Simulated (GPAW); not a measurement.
ZrC: relaxation of cell and atoms with PBEsol

Crystal: ZrC.

```
CELL_PARAMETERS angstrom
0.00000 2.36500 2.36500
2.36500 0.00000 2.36500
2.36500 2.36500 0.00000
ATOMIC_POSITIONS crystal
Zr 0.50000 0.50000 0.50000
C 0.00000 0.00000 0.00000
```

| Item | Value |
| --- | --- |
| Program | GPAW 26.7.0 |
| Task | relaxation of cell and atoms |
| Functional | PBEsol |
| Potentials or basis | PAW data sets generated in the run's folder for this functional |
| Cutoff | 800 eV |
| Basis | pw |
| k mesh | 10 × 10 × 10 |
| Occupations | fermi-dirac, width 0.05 eV |
| Spin | no spin polarisation |
| Target pressure | 30 GPa |
| Maxiter | 150 |
| Optimizer | BFGS |
| Fmax | 0.02 eV/Å |
| Max steps | 60 |
| Target pressure | 30 GPa |
| Convergence | density=1e-05 forces=0.0001 |

| Quantity | Value |
| --- | --- |
| Relaxed volume | 11.44 Å³/atom |
| Relaxed cell | a = 3.186 Å, b = 3.186 Å, c = 3.186 Å, α = 60.00°, β = 60.00°, γ = 60.00° |
| Space group after relaxing (to 0.05 Å) | Fm-3m (No. 225) |
| Energy change on relaxing (the enthalpy is what falls) | +91.0 meV/atom |
| Ionic steps | 4 |
| Pressure after relaxing | 29.8 GPa |
| Band gap on the k mesh | none (metal or under the smearing width) |

The path:
```
step  energy change (eV)  largest force (eV/Å)  pressure (GPa)  volume (Å³)
   1              0.0000                0.0000           -9.31        26.46
   2             -0.0179                0.0000            6.65        24.68
   3              0.2291                0.0000           33.50        22.63
   4              0.1819                0.0000           29.79        22.87
```

Final structure:
```cif
data_structure
_symmetry_space_group_name_H-M 'P 1'
_symmetry_Int_Tables_number 1
_cell_length_a 3.1862
_cell_length_b 3.1862
_cell_length_c 3.1862
_cell_angle_alpha 60.000
_cell_angle_beta 60.000
_cell_angle_gamma 60.000
_cell_volume 22.87
loop_
_atom_site_label
_atom_site_type_symbol
_atom_site_fract_x
_atom_site_fract_y
_atom_site_fract_z
_atom_site_occupancy
Zr1 Zr 0.50000 0.50000 0.50000 1
C1 C 0.00000 0.00000 0.00000 1
```

Levels at points of the mesh, in eV from the Fermi level:
```tsv
k point	band 6	band 7	band 8	band 9	band 10	band 11
(0.00, 0.00, 0.00)	0.95	0.95	0.95	1.04	1.04	1.04
(0.50, 0.50, 0.00)	-2.29	-1.81	0.20	0.20	5.13	6.59
(0.50, 0.50, 0.50)	-5.86	-3.41	-3.41	5.16	5.16	6.12
```

Run time: 99 s on 1 thread of Arm Neoverse V1, on a shared host, peak memory 0.24 GiB.

Caveat: later steps reuse the first step's grids.
